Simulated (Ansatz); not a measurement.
The system is Ga.

```
Ga
1.0
     2.77842    0.00000    0.00000
     0.00000    3.28161    0.00000
    -1.34343    0.00000    3.99027
Ga
2
Cartesian
  -0.6607 2.4612 3.0732
  2.0957 0.8204 0.9171
```

This isn't the form of Ga at room conditions, which is orthorhombic.

A run of Ansatz 0.2.0 on this cell left the log below. Logs are shortened: lines on timing, memory, paths and dates and some standing lists are left out, and cuts for length are marked.

```text
Warning: RAYON_NUM_THREADS=1 ignored (pool sized by the plan → 1); use --threads N
The last accepted step is kept in <dir> (removed where the run ends without a failure and the disk answers)
LAPW: plane waves up to 8.429 Å⁻¹, error target 1.0e-3 eV per atom; small_component_spin mean_spin; Ga in spheres of 1.314 Å, 21 of its electrons in bands, Dirac shells [] (how accurate: hamiltonian.pseudopotentials.lapw.basis_error, Limitations)
Engine: ansatz 0.2.0, x86_64-unknown-linux-gnu
Pseudopotentials: kind: all_electron
Pseudopotential: Ga, LAPW, valence charge 21, lapw/all_electron/scalar/gaussian/Ga, Koelling and Harmon's equation, gaussian nucleus
Functional definition: PBEsol
  exchange = pbesol_x
  correlation = pbesol_c
Crystal: 2 atoms, lattice volume = 36.382 Å³
Basis set: ecut = 270.68669119265655 eV, 377 PW (Γ), exchange–correlation at level 2
Bands: 26, of which v1, the nominal top of the filled ones, is band 21 counted from 1 (20 counted from 0)
Symmetry: 4 space group operations
Space group: P21/m (ITA 11), of the structure as read, at distance tolerance 3.3e-5 Å
k-points: 180 of 560
Non-local potential: Ga, projectors of the file, none
Initial density: superposition of atomic densities (chi_scale 0.1, normalization cell)
Initial wavefunctions: plane waves of lowest kinetic energy (no species holds an atomic orbital)
Functional: x = pbesol(κ = 0.804, μ = 0.12345679012345678), c = pbesol(β = 0.046)
iter 1 solved again at ethr=9.55e-5 eV; its pass at ethr=1.00e-1 eV (dr2=4.01e-2 eV) is discarded
SCF iter   1: F=—  HF=-105720.164703 eV  |F-HF|=—  |Δ(HF+E_count)|=         —  Δρ=1.34e-2  dr2=4.03e-2  ethr=9.55e-5  ⟨swp⟩=3.0  Hψ=31255  notcnv=0
preconditioner: auto → Kerker (q_TF=auto, 2.794 Å⁻¹)  [metal: Δε(μ)=0.100 eV  Ē_g=17.679 eV  σ=0.050 eV  W_gap=0.43  n_scr=12 (ndim 8)  ℏωp=31.4 eV  f_vac=0.000  D(μ)=0.52/eV (n_scr^D=2)]
SCF iter   2: F=—  HF=-105720.096683 eV  |F-HF|=—  |Δ(HF+E_count)|=   6.80e-2  Δρ=7.78e-3  dr2=1.62e-2  ethr=9.55e-5  ⟨swp⟩=2.0  Hψ=14040  notcnv=0
[... 140 lines left out ...]
SCF iter   1: F=—  HF=-105719.971408 eV  |F-HF|=—  |Δ(HF+E_count)|=         —  Δρ=1.08e-5  dr2=5.96e-9  ethr=1.93e-11  ⟨swp⟩=5.8  Hψ=39038  notcnv=0  reapply=140
preconditioner: auto → Kerker (q_TF=auto, 2.859 Å⁻¹)  [metal: Δε(μ)=0.051 eV  Ē_g=18.998 eV  σ=0.050 eV  W_gap=0.25  n_scr=12 (ndim 8)  ℏωp=33.6 eV  f_vac=0.000  D(μ)=0.32/eV (n_scr^D=0)]
SCF iter   2: F=-105719.971408 eV  HF=-105719.971408 eV  |F-HF|=9.08e-9  |Δ(HF+E_count)|=   1.59e-8  Δρ=5.93e-6  dr2=2.68e-9  ethr=1.42e-11  ⟨swp⟩=2.0  Hψ=13169  notcnv=0
SCF 12 converged in 2 iterations: F = -105719.971408 eV  dr2 = 2.68e-9
relax step  12: F+E_penalty+E_count = -105719.97140812 eV  Δ(F+E_penalty+E_count) = -5.761e-5 eV  max|allowed force component| = 1.639e-3 eV/Å  Δτ_max = 0.0000 Å  P = +9.985 GPa  Ω = 31.713 Å³  stress off target by 4.31e-2 GPa  SCF on the basis re-selected at this cell (its energy is not comparable with the rows above)  (2 SCF iters)
basis re-selected at this cell: Δ(F+E_penalty+E_count) = -5.761e-5 eV, ΔP = -0.000 GPa vs the last step (what re-selecting the basis moved, after the strain that the cell walked since its last selection, with what the two solves' SCF thresholds leave and, on support functions, any second-order correction that the steps lacked; it is no measure of the basis error at this ecutwfc). This SCF's stress stands 4.31e-2 GPa from its target on what of the cell is left free (relax.cell.stress_tol is 5.00e-2 GPa) and its largest allowed force component is 1.64e-3 eV/Å (relax.f_tol is 1.00e-2 eV/Å): within both
SCF converged after 2 iterations
Free energy (F): -105719.971408 eV
Harris-Foulkes:  -105719.971408 eV  (|F-HF|=9.08e-9)
Internal energy: -105719.968664 eV  (E = F + TS)
E sigma→0 (E₀):  -105719.970036 eV
Entropy (-TS):   -0.002744 eV (-1.372 meV/atom)
Fermi energy:    14.572318 eV
--- Per-component energies (eV) ---
  E_band       = -1428.594307
  E_kinetic    = 107793.665115
  E_xc         = -4039.944436
  E_electrostatic = -209473.689343  (all electrons and nuclei)
  E_smearing   = -0.002744  (= −TS)
  E_closure    = 0.000000  (closes the sum)
  E_atoms      = -105713.412254  (free atoms, spherical and without spin; not in F)
  Σ components = -105719.971408   (vs F -105719.971408, Δ=0.00e0)
  Basis errors (estimates in eV, not in F): energy 3.8e-4 per atom: plane waves 3.6e-4 (2.0e-4 summed), levels above the bands 4.3e-39, relativity 1.3e-8, radial functions 2.7e-5, core shells 1.0e-10; eigenvalues (radial functions only) 2.2e-6; not estimated: angular momenta, meshes, grids; target (lapw.basis_error) 1.0e-3; muffin-tin radii Ga 1.255 Å
--- Forces (eV/Å), atoms counted from 1 ---
  atom   1  Ga     0.00163910     0.00000000     0.00084429
  atom   2  Ga    -0.00163910    -0.00000000    -0.00084429
  max |Σ_I F_I| component: 1.08e-19 eV/Å
--- Stress (GPa, compression-positive) ---
        9.959723       0.000000       0.013624
        0.000000       9.971096       0.000000
        0.013624       0.000000      10.023803
  P = ⅓ Tr σ = 9.9849 GPa (99.849 kbar)
--- Relaxed structure (11 steps of the walk, 8 accepted, 1 SCFs on fresh bases) ---
  F+E_penalty+E_count = -105719.97140812 eV   max|allowed force component| = 1.639e-3 eV/Å   (the final SCF, on the basis selected at the relaxed cell)
  cell:  # Å, volume = 31.7134 Å³
    - [2.6698322380078214, 2.597464776162699e-17, -0.025451954132363966]
    - [3.0678791705176356e-17, 3.0052788002167814, 6.135758341035269e-17]
    - [-1.3274786169057111, 6.204843094679626e-17, 3.9651767586034845]
  atoms:
    - { symbol: Ga, position: [0.13229466688294444, 0.7500000000000001, 0.7673551252092706] }
    - { symbol: Ga, position: [0.8677053331170558, 0.25000000000000006, 0.2326448747907296] }
```

Task: What input gives this log?

Result: Relaxation of cell and atoms with PBEsol, no spin polarisation. The files as run (others can give the same):

input.yaml
```yaml
crystal:
  lattice:
    - [2.7784220849, 0.0, 0.0]
    - [0.0, 3.28160879, 0.0]
    - [-1.3434310986, 0.0, 3.9902731763]
  atoms:
    - { symbol: Ga, position: [0.13459627, 0.75, 0.77016683] }
    - { symbol: Ga, position: [0.86540373, 0.25, 0.22983317] }
kpoints:
  mp_grid: { grid: [10, 8, 7] }
scf:
  occupations: { method: fermi_dirac, width: 0.05 }
hamiltonian:
  xc: pbesol
  pseudopotentials: { kind: all_electron, lapw: { basis_error: 0.001 } }
output:
  forces: true
  stress: true
relax:
  f_tol: 0.01
  max_steps: 60
  cell: { p_target: 10 }
```

Potentials or basis: all-electron LAPW, scalar-relativistic.
Run with:
```sh
$ ansatz run input.yaml --threads 1 --pin off --max-ram 3072MiB --backend cpu --events-out ev --progress --plain --runs-dir out
```
